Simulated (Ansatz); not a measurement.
Set up this calculation in Ansatz 0.2.0, as the native input.

| Quantity | Value |
| --- | --- |
| Task | band structure |
| Functional | r2SCAN |
| Potentials or basis | Ansatz PAW |
| Cutoff | 500 eV (not typed: the program's choice for these potentials) |
| k mesh | 7 × 7 × 6 |
| Occupations | fermi-dirac, width 0.05 eV |
| Spin | spin-orbit coupling, no magnetisation |
| Path | [["G", "M", "K", "G", "A", "L", "H", "A"], ["L", "M"], ["K", "H"]] |
| Points for each segment of the path | 14 |

HfB2:

```xyz
3
Lattice="3.1400 0.0000 0.0000 -1.5700 2.7193 0.0000 0.0000 0.0000 3.4800" Properties=species:S:1:pos:R:3 pbc="T T T"
Hf    0.0000    0.0000    0.0000
B     1.5700    0.9064    1.7400
B     0.0000    1.8129    1.7400
```

These files were run (other wordings do the same):

input.yaml

```yaml
crystal:
  lattice:
    - [3.14, 0.0, 0.0]
    - [-1.57, 2.7193197679, 0.0]
    - [0.0, 0.0, 3.48]
  atoms:
    - { symbol: Hf, position: [0.0, 0.0, 0.0] }
    - { symbol: B, position: [0.6666666667, 0.3333333333, 0.5] }
    - { symbol: B, position: [0.3333333333, 0.6666666667, 0.5] }
hamiltonian:
  xc: r2scan
  pseudopotentials: { kind: paw_fr }
magnetization:
  noncollinear: true
  spin_orbit: true
kpoints:
  mp_grid: { grid: [7, 7, 6] }
  band_path:
    path:
      - [[0.0, 0.0, 0.0], [0.5, 0.0, 0.0], [0.3333333333, 0.3333333333, 0.0], [0.0, 0.0, 0.0], [0.0, 0.0, 0.5], [0.5, 0.0, 0.5], [0.3333333333, 0.3333333333, 0.5], [0.0, 0.0, 0.5]]
      - [[0.5, 0.0, 0.5], [0.5, 0.0, 0.0]]
      - [[0.3333333333, 0.3333333333, 0.0], [0.3333333333, 0.3333333333, 0.5]]
    npoints: 14
scf:
  occupations: { method: fermi_dirac, width: 0.05 }
  n_extra_bands: 7
output:
  forces: true
  stress: true
  eigenvalues: true
  fatbands: true
  write_density: true
  write_potential: true
  elf: true
  volumetric_format: npy
```

Potentials or basis: Ansatz PAW.

Run with:

```console
$ ansatz run input.yaml --threads 2 --pin off --max-ram 5632MiB --backend cpu --events-out ev --progress --plain --runs-dir out
```

It gave:

The pressure is -1.0 GPa and the band gap on the k mesh is none (metal or under the smearing width).

Caveat: the PAW data sets come from PBE, with cores solved anew for the run's functional, which leaves a small shift of forces and pressure.

Wall time 17 s on 2 threads of Intel(R) Xeon(R) Platinum 8488C (Sapphire Rapids) (shared host), peak memory 0.66 GiB.
